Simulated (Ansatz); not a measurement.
# NaCl: the cost of one run

Method: DFT PBE, scalar-relativistic, plane waves, PAW, in Ansatz 0.2.0.

### 1 Starting point

It takes space group Cmmm (No. 65, orthorhombic). Conventional cell: a = 3.473 Å, b = 5.149 Å, c = 4.959 Å, α = 90.00°, β = 90.00°, γ = 90.00°. Around Na (site symmetry mmm) lie 8 Cl at 3.03 to 3.57 Å and 6 Na at 3.11 to 3.47 Å. Around Cl (site symmetry mmm) lie 4 Na at 3.03 Å and 4 Cl at 3.11 Å.

Structure file:

```
CELL_PARAMETERS angstrom
1.73626 -2.57464 0.00000
1.73626 2.57464 0.00000
0.00000 0.00000 4.95874
ATOMIC_POSITIONS crystal
Na 0.50000 0.50000 0.50000
Cl 0.00000 0.00000 0.00000
```

The cell is invented: species swapped into a database cell of ZnAg (Cmmm, No. 65), with Na on the Zn sites and Cl on the Ag sites. Its size is a rough estimate.

### 2 Probe: one point on a coarse mesh

Input file input.yaml:

```yaml
crystal:
  lattice:
    - [1.73625786, -2.57464359, 0.0]
    - [1.73625786, 2.57464359, 0.0]
    - [0.0, 0.0, 4.9587352]
  atoms:
    - { symbol: Na, position: [0.5, 0.5, 0.5] }
    - { symbol: Cl, position: [0.0, 0.0, 0.0] }
basis:
  ecutwfc: 420
kpoints:
  mp_grid: { grid: [6, 6, 4] }
hamiltonian:
  xc: pbe
scf:
  occupations: { method: gaussian, width: 0.1 }
  lower_state_search: "off"
output:
  forces: true
  stress: true
  eigenvalues: true
```

Launch:

```sh
ansatz run input.yaml --threads 1 --pin off --max-ram 2048MiB --backend cpu --events-out ev --progress --plain --runs-dir out
```

What time and memory should one allow on 1 thread of Arm Neoverse V1, shared host?

About 1.3 s, with a peak of 0.28 GiB.
